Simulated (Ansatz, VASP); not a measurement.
**MgO (MgO (100), 1 layers): VASP beside Ansatz**

The input INCAR:

```
ALGO = Normal
DIPOL = 0.5 0.5 0.500
EDIFF = 1E-6
ENCUT = 520
GGA = PE
IDIPOL = 3
ISIF = 2
ISMEAR = -1
LASPH = True
LCHARG = False
LDIPOL = True
LREAL = False
LWAVE = False
NBANDS = 11
NELM = 100
PREC = Accurate
SIGMA = 0.02
```

File KPOINTS:

```
k-points
0
Gamma
  10 10 1
```

File POSCAR:

```
MgO
1.0
    3.0079491112      0.0000000000      0.0000000000
    0.0000000000      3.0079491112      0.0000000000
    0.0000000000      0.0000000000      7.0000000000
Mg O
1 1
Direct
    0.2500000000      0.2500000000      0.5000000000
    0.7500000000      0.7500000000      0.5000000000
```

Input for Ansatz:

```yaml
crystal:
  lattice:
    - [3.0079491112, 0.0, 0.0]
    - [0.0, 3.0079491112, 0.0]
    - [0.0, 0.0, 7.0]
  atoms:
    - { symbol: Mg, position: [0.25, 0.25, 0.5] }
    - { symbol: O, position: [0.75, 0.75, 0.5] }
kpoints:
  mp_grid: { grid: [10, 10, 1] }
scf:
  occupations: { method: fermi_dirac, width: 0.02 }
hamiltonian:
  xc: pbe
  pseudopotentials: { kind: all_electron, lapw: { basis_error: 0.001 } }
output:
  forces: true
  stress: true
  eigenvalues: true
efield:
  axis: 3
  amplitude: 0
  dipole_correction: true
```

Alike in both runs: task single point; functional PBE; k mesh 10 × 10 × 1; occupations fermi-dirac, width 0.02 eV; no spin polarisation.

|  | VASP | Ansatz |
| --- | --- | --- |
| version | VASP 6.6.1 | Ansatz 0.2.0 |
| potentials or method | VASP PAW PBE potentials, release 64 (Mg, O) | all-electron LAPW, scalar-relativistic |
| plane-wave cutoff (eV) | 520 | see its input |

```tsv
	VASP	Ansatz	Ansatz less VASP
gap on the k mesh at the Fermi level (eV)	2.24	2.25	+0.012
```

Ansatz ran all-electron here, so the differences hold the error of VASP's frozen core and of both bases. Ansatz warned: «vacuum_density_over_bound».

A hybrid or GW would open this gap; PBE tends to underestimate it.
